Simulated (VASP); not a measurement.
Set up this calculation in VASP 6.6.1, as the native input.

```
Task                   : relaxation of cell and atoms
Functional             : RPBE
Dispersion             : D3
Potentials or basis    : VASP PAW PBE potentials, release 64 (Ga_d, P)
Cutoff                 : 600 eV
k mesh                 : 8 × 8 × 8
Occupations            : fermi-dirac, width 0.05 eV
Spin                   : no spin polarisation
Further INCAR settings : ALGO = Fast; EDIFF = 1e-07; IBRION = 2; EDIFFG = -0.02; NSW = 40; ISIF = 3
```

The structure of GaP lies in POSCAR:

```
GaP
1.0
    0.0000000000      2.7252500000      2.7252500000
    2.7252500000      0.0000000000      2.7252500000
    2.7252500000      2.7252500000      0.0000000000
Ga P
1 1
Direct
    0.0000000000      0.0000000000      0.0000000000
    0.7500000000      0.7500000000      0.7500000000
```

The input as run:

INCAR

```
ALGO = Fast ; EDIFF = 1E-7
EDIFFG = -0.02 ; ENCUT = 600
GGA = RP ; IBRION = 2
ISIF = 3 ; ISMEAR = -1
IVDW = 11 ; LASPH = True
LCHARG = False ; LREAL = False
LWAVE = False ; NELM = 100
NSW = 40 ; PREC = Accurate
SIGMA = 0.05
```

KPOINTS

```
k-points
0
Gamma
  8 8 8
```

Potentials or basis: VASP PAW PBE potentials, release 64 (Ga_d, P).

Launch:

```sh
$ cat potpaw_PBE.64/Ga_d/POTCAR potpaw_PBE.64/P/POTCAR > POTCAR
$ mpirun -np 1 vasp_std > vasp.out
```

Results of the run:

```
Relaxed volume                         : 20.60 Å³/atom
Relaxed cell                           : a = 3.877 Å, b = 3.877 Å, c = 3.877 Å, α = 60.00°, β = 60.00°, γ = 60.00°
Space group after relaxing (to 0.05 Å) : F-43m (No. 216)
Energy gained by relaxing              : 1.6 meV/atom
Ionic steps                            : 3
Pressure after relaxing                : 0.0 GPa
Band gap on the k mesh                 : 1.72 eV, indirect (least direct gap 1.81 eV)
Dispersion energy per atom             : -0.323 eV
```

Caveat: the PAW data sets were made with another functional, which shifts forces and pressure a little.

Wall time 36 s on 1 thread of Intel(R) Xeon(R) Platinum 8488C (Sapphire Rapids), with other jobs on the host, peak memory 0.2 GiB.
